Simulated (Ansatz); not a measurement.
A (100) slab of HfSi (Pnma (No. 62)), 14 planes, outer planes Si (top) and Si (bottom), with 14 atoms (Hf6Si8) in a surface cell of A = 19.725 Å², as cut from the bulk:

```yaml
crystal:
  lattice:
    - [3.77516, 0.00000, 0.00000]
    - [0.00000, 5.22504, 0.00000]
    - [0.00000, 0.00000, 25.88259]
  atoms:
    - { symbol: Si, position: [0.25000, 0.86094, 0.28977] }
    - { symbol: Si, position: [0.75000, 0.13906, 0.31250] }
    - { symbol: Hf, position: [0.75000, 0.62613, 0.34770] }
    - { symbol: Hf, position: [0.25000, 0.12613, 0.38715] }
    - { symbol: Si, position: [0.25000, 0.63906, 0.42235] }
    - { symbol: Si, position: [0.75000, 0.36094, 0.44508] }
    - { symbol: Hf, position: [0.75000, 0.87387, 0.48028] }
    - { symbol: Hf, position: [0.25000, 0.37387, 0.51972] }
    - { symbol: Si, position: [0.25000, 0.86094, 0.55492] }
    - { symbol: Si, position: [0.75000, 0.13906, 0.57765] }
    - { symbol: Hf, position: [0.75000, 0.62613, 0.61285] }
    - { symbol: Hf, position: [0.25000, 0.12613, 0.65230] }
    - { symbol: Si, position: [0.25000, 0.63906, 0.68750] }
    - { symbol: Si, position: [0.75000, 0.36094, 0.71023] }
```

Level of theory: Ansatz, DFT r2SCAN, scalar-relativistic, plane waves, PAW. Cutoff 500 eV; k points 9×7×1 on the computed 14-atom cell (Γ-centred); Gaussian smearing, width 0.10 eV; no spin polarisation. The cell repeats along c with a dipole correction in the vacuum.

The relaxed slab holds 6 formula units of HfSi and 2 further Si. Against those formula units in the bulk and the further Si in its standard state it lies 4.400 eV higher. The formation energy of HfSi from the standard states is -1.716 eV a formula unit (uncorrected, no zero-point or thermal terms).

Q: Over what range can the chemical potential of Si vary, and what is the surface energy at both ends?

A: In contact with the bulk, μ(Si) + μ(Hf) is fixed. With Δμ counted from the standard states, Δμ(Si) ≤ 0 keeps elemental Si from forming, and Δμ(Hf) ≤ 0 requires Δμ(Si) ≥ ΔH = -1.716 eV. Other compounds of Si and Hf can narrow this range. Then γ, the mean of both faces, = [4.400 eV − 2.00·Δμ(Si)]/(2A). At the Si-rich end (Δμ = 0): 4.400/(2 × 19.725) × 16.02 = 1.79 J/m². At the Si-poor end: (4.400 + 3.432)/(2 × 19.725) × 16.02 = 3.18 J/m².

Q: How does its energy depend on growth conditions?

A: It carries an excess of Si, so its energy falls by 0.81 J/m² for each eV that μ(Si) rises: Si-rich conditions lower it; whether it appears depends on the other terminations.

The surface energy stays positive over the whole allowed range, from 1.79 J/m² at the Si-rich end to 3.18 J/m² at the Si-poor end. The slope follows from the excess Si alone, while the width of the range reflects the strong Hf–Si bonding: at the Si-poor end, the extra Si must be taken from a reservoir in which it is as tightly bound as HfSi permits.

The geometry suggests why a Si termination is plausible. The outer pair of Si planes on each side forms a complete zigzag Si chain, so the cut spares the covalent Si–Si bonds and severs mainly Hf–Si contacts. The remaining cost probably comes largely from the lost Hf coordination of these chains. As cut, the faces are related by a glide operation, so the mean describes each face individually unless relaxation breaks that equivalence. Because HfSi₂ is a known stable phase, equilibrium with HfSi probably ends before elemental Si appears, making the Si-rich value a lower limit rather than an attainable surface energy.
